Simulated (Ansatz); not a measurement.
An input for Ansatz 0.2.0 (Te):

Contents of input.yaml:

```yaml
crystal:
  lattice:
    - [4.5054489476, 0.0, 0.0]
    - [-2.2527244738, 3.9018332442, 0.0]
    - [0.0, 0.0, 5.9927568208]
  atoms:
    - { symbol: Te, position: [0.731, 0.731, 0.5] }
    - { symbol: Te, position: [0.0, 0.269, 0.8333333333] }
    - { symbol: Te, position: [0.269, 0.0, 0.1666666667] }
hamiltonian:
  xc: { exchange: b88, correlation: pbe }
  pseudopotentials: { kind: nc_fr, accuracy: stringent }
  dispersion: d3bj
magnetization:
  noncollinear: true
  spin_orbit: true
kpoints:
  mp_grid: { grid: [7, 7, 5] }
scf:
  occupations: { method: fermi_dirac, width: 0.05 }
output:
  forces: true
  stress: true
  eigenvalues: true
  efg: {}
basis:
  xc_grid: 3
```

Potentials or basis: PseudoDojo stringent.

Run with:

```sh
$ ansatz run input.yaml --threads 2 --pin off --max-ram 5120MiB --backend cpu --events-out ev --progress --plain --runs-dir out
```

Does this run start?

The run stopped without a result. It printed:

Output:

```text
Error: output.efg without hamiltonian.pseudopotentials.kind: paw|paw_fr|all_electron or hamiltonian.pseudopotentials.kind: all_electron — the all-electron EFG reconstruction needs the PAW one-centre densities; drop the efg request, or set kind: paw (paw_fr under spin-orbit coupling) (under a functional that reads the kinetic-energy density, kind: paw is refused in some combinations and carries risks of its own in the rest: see hamiltonian.xc for the refusals and hamiltonian.pseudopotentials.kind for the risks, both in the input reference; kind: paw is refused beside gw.static_remainder)
```
